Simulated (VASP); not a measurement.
Input of a VASP 6.6.1 run:

Contents of INCAR:

```
PREC = Accurate
ENCUT = 520
EDIFF = 1E-6
ISMEAR = 0
SIGMA = 0.02
LREAL = False
LASPH = True
NELM = 80
ALGO = Normal
ISIF = 2
LWAVE = False
LCHARG = False
LNONCOLLINEAR = True
MAGMOM = 0 0 0 0 0 0
LORBIT = 11
LSORBIT = True
GGA_COMPAT = False
GGA = PE
```

The input KPOINTS:

```
Automatic mesh
0
Gamma
  8 8 8
```

POSCAR

```
PbSe
1.0
    0.0000000000      3.0621500000      3.0621500000
    3.0621500000      0.0000000000      3.0621500000
    3.0621500000      3.0621500000      0.0000000000
Pb Se
1 1
Direct
    0.0000000000      0.0000000000      0.0000000000
    0.5000000000      0.5000000000      0.5000000000
```

Potentials or basis: VASP PAW PBE potentials, release 64 (Pb_d, Se).

Command:

```sh
$ cat potpaw_PBE.64/Pb_d/POTCAR potpaw_PBE.64/Se/POTCAR > POTCAR
$ mpirun -np 1 vasp_ncl > vasp.out
```

Task: Predict the net moment.

Result: 0.00 μB per cell.

Task: What does it give for the pressure?

Result: 2.0 GPa.

Moments on the atoms (μB; x, y, z):
```
Pb  0.00 0.00 0.00
Se  0.00 0.00 0.00
```
